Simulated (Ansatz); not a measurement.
# BN: the cost of one run

Method: DFT PBE+D3(BJ), scalar-relativistic, plane waves, PAW, in Ansatz 0.2.0.

4 further runs of the same task are left out: 4 set aside as unsound or not needed.

### Step 1. The system as given

The structure is trigonal, space group R3m (No. 160). The conventional cell has a = 2.506 Å, b = 2.506 Å, c = 9.882 Å, α = 90.00°, β = 90.00°, γ = 120.00°. B (site symmetry 3m) has 3 N at 1.45 Å as nearest neighbours. N (site symmetry 3m) has 3 B at 1.45 Å as nearest neighbours.

Coordinates:

```xyz
2
Lattice="1.2531 0.7235 3.2939 -1.2531 0.7235 3.2939 0.0000 -1.4469 3.2939" Properties=species:S:1:pos:R:3 pbc="T T T"
B     0.0000    0.0000    9.8788
N     0.0000    0.0000    3.2880
```

It goes back to an entry of the Materials Project, which need not be the stable form.

It is the result of an earlier relaxation at this level (volume 8.96 Å³/atom; gap on the mesh: 4.24 eV).

### Step 2. The cell under 6 GPa

What is minimised here is the enthalpy; the energy can go up as the cell is squeezed.

File input.yaml:

```yaml
crystal:
  lattice:
    - [1.2530563198, 0.7234524035, 3.2939237303]
    - [-1.2530563198, 0.7234524035, 3.2939237303]
    - [0.0, -1.4469048071, 3.2939237303]
  atoms:
    - { symbol: B, position: [0.9996973422, 0.9996973422, 0.9996973422] }
    - { symbol: "N", position: [0.3327356578, 0.3327356578, 0.3327356578] }
basis:
  ecutwfc: 420
kpoints:
  mp_grid: { grid: [12, 12, 12] }
hamiltonian:
  xc: pbe
  dispersion: d3bj
scf:
  occupations: { method: fixed }
output:
  forces: true
  stress: true
  eigenvalues: true
relax:
  adjacent_minimum: "off"
  f_tol: 0.001
  max_steps: 60
  cell: { stress_tol: 0.02, p_target: 6.0 }
```

Launch:

```bash
$ ansatz run input.yaml --threads 1 --pin off --max-ram 3072MiB --backend cpu --events-out ev --progress --plain --runs-dir out
```

What time and memory should one allow on 1 thread of AMD EPYC 9R45 (Zen 5), shared host?

About 12 s, with a peak of 0.39 GiB.
